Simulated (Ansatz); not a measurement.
## ZnO: strain energy, fitted

ZnO, P6_3mc, a = 3.230 Å, c = 5.214 Å. Ansatz: PBEsol, PAW, 420 eV, Γ-centred 12×12×6 mesh on 4 atoms, Gaussian smearing 0.02 eV; no spin polarisation. Series: strain along c alone, the other axes held, atoms relaxed; x is the strain in per cent. y is the free energy over the unstrained cell, V0 = 11.781 Å³/atom.

| x (%) | y (meV/atom) |
| --- | --- |
| -6.0 | ? |
| -4.0 | 12.55 |
| -2.0 | 3.15 |
| 0.0 | 0.00 |
| 2.0 | 3.20 |
| 4.0 | 12.67 |
| 6.0 | 28.28 |

**Question.** Fit y = c2 x² + c3 x³ to the other rows, turn c2 into a modulus, and predict the missing energy.

**Answer.** Least squares on the rows shown. y = 0.78614 x² + 6.3859×10⁻⁵ x³. In eV per unit strain² c2 is 7.861; this is C33 with relaxed ions (E = ½ C33 V0 ε²): 2 × 7.861 × 160.2 / (11.781) = 214 GPa. At x = -6.0 the fit asked for gives 28.29 meV/atom. The run gave 28.00 meV/atom, so the fit is 0.29 meV/atom too high, 1 % of the span of the series, against an rms of 0.05 meV/atom on the fitted rows. The row lies outside the fitted range. With a term in x⁴ added, a fit to the same known rows predicts 27.86 meV/atom, a smaller miss on the other side.